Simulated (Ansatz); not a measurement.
# GaN: single point with PBEsol

**Measured values to compare with.**

“Studying electronic properties in GaN without electrical contacts using γ-γ vs e−-γ Perturbed Angular Correlations”, 2019, pmc:6823545 quotes, for a bulk crystal of GaN: band gap 3.503 ± 0.005 eV (direct).

The system is GaN.

```
Ga N
1.0
     3.18000    0.00000    0.00000
    -1.59000    2.75396    0.00000
     0.00000    0.00000    5.16600
Ga N
2 2
Direct
  0.66667 0.33333 0.50000
  0.33333 0.66667 0.00000
  0.66667 0.33333 0.87500
  0.33333 0.66667 0.37500
```

```yaml
Program: Ansatz 0.2.0
Task: single point
Functional: PBEsol
Potentials_or_basis: all-electron LAPW, scalar-relativistic
Cutoff: 428 eV (chosen from the basis error)
Basis_error_allowed: 0.001 eV/atom
k_mesh: 10 × 10 × 5
Occupations: fermi-dirac, width 0.05 eV
Spin: no spin polarisation
```

```
Pressure               : 1.0 GPa
Largest force          : 0.133 eV/Å
Band gap on the k mesh : 1.92 eV, direct
Loewdin charges        : Ga +0.78; N -0.75 e
```

Forces on the atoms (eV/Å):
```
Ga   0.000  0.000 -0.133
Ga   0.000  0.000 -0.133
N    0.000  0.000  0.133
N    0.000  0.000  0.133
```

Stress tensor (GPa, compression positive):
```
0.32 0.00 0.00
0.00 0.32 0.00
0.00 0.00 2.42
```

Levels at points of the mesh, in eV from the valence-band top:
| k point | band 24 | band 25 | band 26 | band 27 | band 28 | band 29 | band 30 | band 31 | band 32 | band 33 |
| --- | --- | --- | --- | --- | --- | --- | --- | --- | --- | --- |
| (0.00, 0.00, 0.00) | -1.07 | -1.07 | -0.06 | 0.00 | 0.00 | 1.92 | 4.23 | 9.15 | 9.82 | 9.82 |
| (0.00, -0.50, 0.00) | -5.34 | -4.32 | -2.81 | -2.30 | -1.00 | 4.94 | 5.54 | 5.96 | 8.62 | 10.28 |

It took 49 s on 2 threads of AMD EPYC 7R43 64-Core Processor (Zen 3), on a shared host, peak memory 0.46 GiB.

Measured gap of GaN: 3.503 eV (direct; quoted in “Studying electronic properties in GaN without electrical contacts using γ-γ vs e−-γ Perturbed Angular Correlations”, 2019, pmc:6823545). This calculation gives 1.92 eV (-1.58 eV). Spin-orbit coupling on Ga is left out. The value is that of PBEsol, without temperature or zero-point motion. Semilocal functionals fall short of measured gaps as a rule.
